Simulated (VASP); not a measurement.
# MgS (F-43m) in VASP: notebook

Runs on MgS. Level: PBE+D3(BJ). Tasks: single point, relaxation of cell and atoms.

Everything below comes from runs of VASP 6.6.1. Logs are shortened: lines on timing, memory, paths and dates and some standing lists are left out, and cuts for length are marked.

## 1. The structure

The structure is cubic, space group F-43m (No. 216). Conventional cell: a = 5.697 Å, b = 5.697 Å, c = 5.697 Å, α = 90.00°, β = 90.00°, γ = 90.00°. Mg (site symmetry -43m) is surrounded by 4 S at 2.47 Å. Around S (site symmetry -43m) lie 4 Mg at 2.47 Å.

The cell comes from a database or a generator and needn't be the stable form of this composition.

## 2. Single point, PBE+D3(BJ) (relaxed again under DFT PBE+D3(BJ), scalar-relativistic, plane waves, PAW)

The input, INCAR:

```
PREC = Accurate ; ENCUT = 520
EDIFF = 1E-7 ; ISMEAR = 0
SIGMA = 0.02 ; LREAL = False
LASPH = True ; NELM = 100
ALGO = Normal ; ISIF = 2
LWAVE = False ; LCHARG = False
GGA = PE ; IVDW = 12
NBANDS = 11
```

The input, KPOINTS:

```
Automatic mesh
0
Gamma
  8 8 8
```

The input, POSCAR:

```
MgS
1.0
    0.0000000000      2.8127507609      2.8127507609
    2.8127507609      0.0000000000      2.8127507609
    2.8127507609      2.8127507609      0.0000000000
Mg S
1 1
Direct
    0.0000000000      0.0000000000      0.0000000000
    0.7500000000      0.7500000000      0.7500000000
```

Potentials or basis: VASP PAW PBE potentials, release 64 (Mg, S).

Started as:

```
> cat potpaw_PBE.64/Mg/POTCAR potpaw_PBE.64/S/POTCAR > POTCAR
> mpirun -np 1 vasp_std > vasp.out
```

OUTCAR:

```text
PREC = Accurate
   ENCUT = 520
   EDIFF = 1E-7
   ISMEAR = 0
   LREAL = False
   LASPH = True
   NELM = 100
   ISIF = 2
   GGA = PE
   IVDW = 12
 IVDW          = 12

 ion  position               nearest neighbor table
   1  0.000  0.000  0.000-   2 2.44   2 2.44   2 2.44   2 2.44
   2  0.750  0.750  0.750-   1 2.44   1 2.44   1 2.44   1 2.44

  LATTYP: Found a face centered cubic cell.
 ALAT       =     5.6255015218

  Lattice vectors:

 A1 = (   0.0000000000,   2.8127507609,   2.8127507609)
 A2 = (   2.8127507609,   0.0000000000,   2.8127507609)
 A3 = (   2.8127507609,   2.8127507609,   0.0000000000)

Analysis of symmetry for initial positions (statically):
=====================================================================
 Subroutine PRICEL returns:
 Original cell was already a primitive cell.

 Routine SETGRP: Setting up the symmetry group for a
 face centered cubic supercell.

 Subroutine GETGRP returns: Found 24 space group operations
 (whereof 24 operations were pure point group operations)
 out of a pool of 48 trial point group operations.

The static configuration has the point symmetry T_d .

Analysis of symmetry for dynamics (positions and initial velocities):
=====================================================================
 Subroutine PRICEL returns:
 Original cell was already a primitive cell.

 Routine SETGRP: Setting up the symmetry group for a
 face centered cubic supercell.

 Subroutine GETGRP returns: Found 24 space group operations
 (whereof 24 operations were pure point group operations)
 out of a pool of 48 trial point group operations.

The dynamic configuration has the point symmetry T_d .

 Subroutine INISYM returns: Found 24 space group operations
 (whereof 24 operations are pure point group operations),
 and found     1 'primitive' translations

----------------------------------------------------------------------------------------

                                     Primitive cell

  volume of cell :      44.5065

  direct lattice vectors                    reciprocal lattice vectors
     0.000000000  2.812750761  2.812750761    -0.177761929  0.177761929  0.177761929
     2.812750761  0.000000000  2.812750761     0.177761929 -0.177761929  0.177761929
     2.812750761  2.812750761  0.000000000     0.177761929  0.177761929 -0.177761929

  length of vectors
     3.977830274  3.977830274  3.977830274     0.307892692  0.307892692  0.307892692

  position of ions in fractional coordinates (direct lattice)
     0.000000000  0.000000000  0.000000000
     0.750000000  0.750000000  0.750000000

  ion indices of the primitive-cell ions
   primitive index   ion index
                 1           1
                 2           2

----------------------------------------------------------------------------------------

 KPOINTS: Automatic mesh

Automatic generation of k-mesh.
 Grid dimensions read from file:
 generate k-points for:    8    8    8

 Generating k-lattice:

  Cartesian coordinates                     Fractional coordinates (reciprocal lattice)
    -0.022220241  0.022220241  0.022220241     0.125000000  0.000000000  0.000000000
     0.022220241 -0.022220241  0.022220241     0.000000000  0.125000000  0.000000000
     0.022220241  0.022220241 -0.022220241     0.000000000  0.000000000  0.125000000

  Length of vectors
     0.038486587  0.038486587  0.038486587

  Shift w.r.t. Gamma in fractional coordinates (k-lattice)
     0.000000000  0.000000000  0.000000000

 Subroutine IBZKPT returns following result:
 ===========================================

 Found     29 irreducible k-points:

 Following reciprocal coordinates:
            Coordinates               Weight
  0.000000  0.000000  0.000000      1.000000
  0.125000  0.000000  0.000000      8.000000
  0.250000  0.000000  0.000000      8.000000
  0.375000  0.000000  0.000000      8.000000
  0.500000  0.000000  0.000000      4.000000
  0.125000  0.125000  0.000000      6.000000
[... 16 lines left out ...]
  0.500000  0.250000  0.125000     48.000000
 -0.375000  0.250000  0.125000     24.000000
 [... further k-points ...]
   k-points           NKPTS =     29   k-points in BZ     NKDIM =     29   number of bands    NBANDS=     11
   number of dos      NEDOS =    301   number of ions     NIONS =      2
   total plane-waves  NPLWV =  27000
   dimension x,y,z NGX =    30 NGY =   30 NGZ =   30
   dimension x,y,z NGXF=    60 NGYF=   60 NGZF=   60
   ions per type =               1   1
   NGX,Y,Z   is equivalent  to a cutoff of  12.54, 12.54, 12.54 a.u.
   NGXF,Y,Z  is equivalent  to a cutoff of  25.08, 25.08, 25.08 a.u.
 SYSTEM =  unknown system
   PREC   = accura    normal or accurate (medium, high low for compatibility)
   ISTART =      0    job   : 0-new  1-cont  2-samecut
   ICHARG =      2    charge: 1-file 2-atom 10-const
   ISPIN  =      1    spin polarized calculation?
   LNONCOLLINEAR =      F non collinear calculations
   LSORBIT =      F    spin-orbit coupling
   LASPH  =      T    aspherical Exc in radial PAW
   ENCUT  =  520.0 eV  38.22 Ry    6.18 a.u.   7.40  7.40  7.40*2*pi/ulx,y,z
   NELM   =    100;   NELMIN=  2; NELMDL= -5     # of ELM steps
   EDIFF  = 0.1E-06   stopping-criterion for ELM
   LREAL  =      F    real-space projection
   EDIFFG = 0.1E-05   stopping-criterion for IOM
   NSW    =      0    number of steps for IOM
   IBRION =     -1    ionic relax: 0-MD 1-quasi-New 2-CG
   NFREE  =      0    steps in history (QN), initial steepest desc. (CG)
   ISIF   =      2    stress and relaxation
   ISYM   =      2    0-nonsym 1-usesym 2-fastsym
   POTIM  = 0.5000    time-step for ionic-motion
   TEBEG  =    0.0;   TEEND  =   0.0 temperature during run
   PSTRESS=    0.0 pullay stress
   NELECT =       8.0000    total number of electrons
   NUPDOWN=      -1.0000    fix difference up-down
   EMIN   =  10.00;   EMAX   =-10.00  energy-range for DOS
   EFERMI =   0.00;   METHOD = LEGACY
   ISMEAR =     0;   SIGMA  =   0.02  broadening in eV -4-tet -1-fermi 0-gaus
   EFERMI_NEDOS =   21; number of points for ismear=-14 and -15
   IALGO  =     38    algorithm
   IMIX   =      4    mixing-type and parameters
     AMIX     =   0.40;   BMIX     =  1.00
     AMIX_MAG =   1.60;   BMIX_MAG =  1.00
  volume/ion in A,a.u.               =      22.25       150.17
  Fermi-wavevector in a.u.,A,eV,Ry     =   0.923911  1.745939 11.614096  0.853612
  Thomas-Fermi vector in A             =   2.049600
   LORBIT       =      0    0 simple, 1 ext, 2 COOP (PROOUT), +10 PAW based schemes
   GGA     = PE    functional components
   LHFCALC =     F    Hartree Fock is set to
   AEXX    =    0.0000 exact exchange contribution
   IVDW    =    12    specifies the selected vdW correction
   LEPSILON=     F    determine dielectric tensor
   LRPA    =     F    only Hartree local field effects (RPA)
 non-spin polarized calculation
 Gauss-broadening in eV      SIGMA  =   0.02
  energy-cutoff  :      520.00
  volume of cell :       44.51
 maximum number of plane-waves:      1243
 NGX is ok and might be reduce to    30
   NGX = 15   NGY = 15   NGZ = 15

 number of electron       8.0000001 magnetization

 Free energy of the ion-electron system (eV)
  ---------------------------------------------------
  ext. energy  EPLUGINS =         0.00000000
  ---------------------------------------------------
  free energy    TOTEN  =        -8.46230585 eV

  energy without entropy =       -8.46230585  energy(sigma->0) =       -8.46230585

 E-fermi :   1.2787     XC(G=0):  -8.4644

 val. band max:        1.1844066556   @ k =   0.0000   0.0000   0.0000
 cond. band min:       4.7395427839   @ k =   0.0000   0.0000   0.0000
 fundamental gap:      3.5551361284
 Fermi energy:         1.2787121004

 k-point     1 :       0.0000    0.0000    0.0000
  band No.  band energies     occupation
      1     -10.1472      2.00000
      2       1.1844      2.00000
      3       1.1844      2.00000
      4       1.1844      2.00000
      5       4.7395      0.00000
      6       9.1842      0.00000
      7       9.1842      0.00000
      8       9.1842      0.00000
      9      12.0557      0.00000
     10      12.0557      0.00000
     11      15.0689      0.00000

 k-point     2 :       0.1250    0.0000    0.0000
  band No.  band energies     occupation
      1     -10.0566      2.00000
      2       0.4948      2.00000
      3       1.1303      2.00000
      4       1.1303      2.00000
      5       5.4030      0.00000
      6       9.0008      0.00000
      7       9.3648      0.00000
      8       9.3648      0.00000
      9      11.5956      0.00000
     10      11.5956      0.00000
     11      14.4054      0.00000

 k-point     3 :       0.2500    0.0000    0.0000
  band No.  band energies     occupation
      1      -9.8214      2.00000
      2      -0.6987      2.00000
      3       1.0080      2.00000
      4       1.0080      2.00000
      5       6.2499      0.00000
      6       9.0578      0.00000
      7       9.3939      0.00000
      8       9.3939      0.00000
      9      11.6590      0.00000
     10      11.6590      0.00000
     11      13.5375      0.00000
[... 267 lines left out ...]
 k-point    23 :       0.5000    0.2500    0.1250
  band No.  band energies     occupation
      1      -9.4199      2.00000
      2      -1.4225      2.00000
      3      -0.0321      2.00000
      4       0.6212      2.00000
      5       7.2095      0.00000
      6       8.0257      0.00000
      7       9.1616      0.00000
      8      10.3043      0.00000
      9      12.1373      0.00000
     10      14.8182      0.00000
     11      15.3288      0.00000

 k-point    24 :      -0.3750    0.2500    0.1250
  band No.  band energies     occupation
      1      -9.3222      2.00000
      2      -1.6459      2.00000
      3      -0.1374      2.00000
      4       0.5246      2.00000
      5       7.2724      0.00000
      6       7.7457      0.00000
      7      10.0250      0.00000
      8      10.0996      0.00000
      9      12.6885      0.00000
     10      14.1293      0.00000
     11      15.4929      0.00000

 [... further k-points ...]

------------------------ aborting loop because EDIFF is reached ----------------------------------------

 Edisp (eV)   -0.55279

 E8    (eV) :    -0.2221

  FORCE on cell =-STRESS in cart. coord.  units (eV):
  Direction    XX          YY          ZZ          XY          YZ          ZX
  --------------------------------------------------------------------------------------
  -------------------------------------------------------------------------------------
  Total      -0.03023    -0.03023    -0.03023    -0.00000     0.00000    -0.00000
  in kB      -1.08817    -1.08817    -1.08817    -0.00000     0.00000    -0.00000
  external pressure =       -1.09 kB  Pullay stress =        0.00 kB

 VOLUME and BASIS-vectors are now :
 -----------------------------------------------------------------------------
  energy-cutoff  :      520.00
  volume of cell :       44.51
      direct lattice vectors                 reciprocal lattice vectors
     0.000000000  2.812750761  2.812750761    -0.177761929  0.177761929  0.177761929
     2.812750761  0.000000000  2.812750761     0.177761929 -0.177761929  0.177761929
     2.812750761  2.812750761  0.000000000     0.177761929  0.177761929 -0.177761929

 POSITION                                       TOTAL-FORCE (eV/Angst)
 -----------------------------------------------------------------------------------
      0.00000      0.00000      0.00000        -0.000000     -0.000000     -0.000000
      4.21913      4.21913      4.21913         0.000000      0.000000      0.000000
 -----------------------------------------------------------------------------------
    total drift:                                0.000000      0.000000      0.000000

  FREE ENERGIE OF THE ION-ELECTRON SYSTEM (eV)
  ---------------------------------------------------
  free  energy   TOTEN  =        -9.0150989028 eV

  energy  without entropy=       -9.0150989028  energy(sigma->0) =       -9.01509890
```

It took 12 s on 1 thread of Intel Xeon Platinum 8488C (Sapphire Rapids), shared host; peak memory 0.17 GiB.

What came out:

```
Free energy                : -9.0151 eV
Pressure                   : -0.1 GPa
Band gap on the k mesh     : 3.56 eV, direct
Dispersion energy per atom : -0.276 eV
```

Levels at points of the mesh, in eV from the valence-band top:
| k point | band 2 | band 3 | band 4 | band 5 | band 6 | band 7 |
| --- | --- | --- | --- | --- | --- | --- |
| (0.00, 0.00, 0.00) | 0.00 | 0.00 | 0.00 | 3.56 | 8.00 | 8.00 |
| (0.50, 0.00, 0.00) | -3.19 | -0.33 | -0.33 | 5.19 | 7.67 | 7.67 |
| (0.50, 0.50, 0.00) | -2.86 | -1.05 | -1.05 | 3.87 | 5.68 | 11.35 |

## 3. Relaxation of cell and atoms, PBE+D3(BJ)

The input, INCAR:

```
SYSTEM = MgS
PREC     = Accurate       ! precision mode
ENCUT    = 600            ! plane-wave cutoff, eV
EDIFF    = 1E-6           ! SCF threshold, eV
ISMEAR   = 0              ! smearing method
SIGMA    = 0.02           ! smearing width, eV
LREAL    = .FALSE.        ! projectors in reciprocal space
LASPH    = .TRUE.         ! aspherical terms in the spheres
NELM     = 100            ! most SCF steps
ALGO     = Normal         ! electronic algorithm
ISIF     = 3              ! what is computed and relaxed
LWAVE    = .FALSE.        ! write WAVECAR
LCHARG   = .FALSE.        ! write CHGCAR
GGA      = PE             ! functional
IVDW     = 12             ! dispersion correction
IBRION   = 2              ! ionic algorithm
NSW      = 70             ! ionic steps
EDIFFG   = -0.005         ! ionic threshold
```

The input, KPOINTS:

```
regular mesh
0
G
  8 8 8
  0 0 0
```

The input, POSCAR:

```
MgS
1.0
    0.0000000000      2.8486069961      2.8486069961
    2.8486069961      0.0000000000      2.8486069961
    2.8486069961      2.8486069961      0.0000000000
Mg S
1 1
Direct
    0.0000000000      0.0000000000      0.0000000000
    0.7500000000      0.7500000000      0.7500000000
```

Potentials or basis: VASP PAW PBE potentials, release 64 (Mg, S).

Started as:

```
> cat potpaw_PBE.64/Mg/POTCAR potpaw_PBE.64/S/POTCAR > POTCAR
> mpirun -np 1 vasp_std > vasp.out
```

Run time: 18 s. Hardware: 1 thread of Intel Xeon Platinum 8488C (Sapphire Rapids), shared host; peak memory 0.19 GiB.

Results (log left out):

| Item | Value |
| --- | --- |
| Free energy | -9.0156 eV |
| Relaxed volume | 22.22 Å³/atom |
| Relaxed cell | a = 3.976 Å, b = 3.976 Å, c = 3.976 Å, α = 60.00°, β = 60.00°, γ = 60.00° |
| Space group after relaxing (to 0.05 Å) | F-43m (No. 216) |
| Energy gained by relaxing | 6.4 meV/atom |
| Ionic steps | 3 |
| Pressure after relaxing | 0.0 GPa |
| Band gap on the k mesh | 3.56 eV, direct |
| Dispersion energy per atom | -0.277 eV |

The path:
```
step  energy change (eV)  largest force (eV/Å)  pressure (GPa)  volume (Å³)
   1              0.0000                0.0000           -2.20        46.23
   2             -0.0123                0.0000            0.43        44.14
   3             -0.0127                0.0000            0.00        44.44
```

Final structure:
```yaml
crystal:
  lattice:
    - [0.00000, 2.81138, 2.81138]
    - [2.81138, 0.00000, 2.81138]
    - [2.81138, 2.81138, 0.00000]
  atoms:
    - { symbol: Mg, position: [0.00000, 0.00000, 0.00000] }
    - { symbol: S, position: [0.75000, 0.75000, 0.75000] }
```

Levels at points of the mesh, in eV from the valence-band top:
| k point | band 1 | band 2 | band 3 | band 4 | band 5 | band 6 | band 7 | band 8 |
| --- | --- | --- | --- | --- | --- | --- | --- | --- |
| (0.00, 0.00, 0.00) | -11.34 | 0.00 | 0.00 | 0.00 | 3.56 | 8.00 | 8.00 | 8.00 |
| (0.50, 0.00, 0.00) | -10.62 | -3.20 | -0.33 | -0.33 | 5.19 | 7.67 | 7.67 | 8.71 |
| (0.50, 0.50, 0.00) | -10.39 | -2.87 | -1.05 | -1.05 | 3.87 | 5.68 | 11.36 | 12.47 |
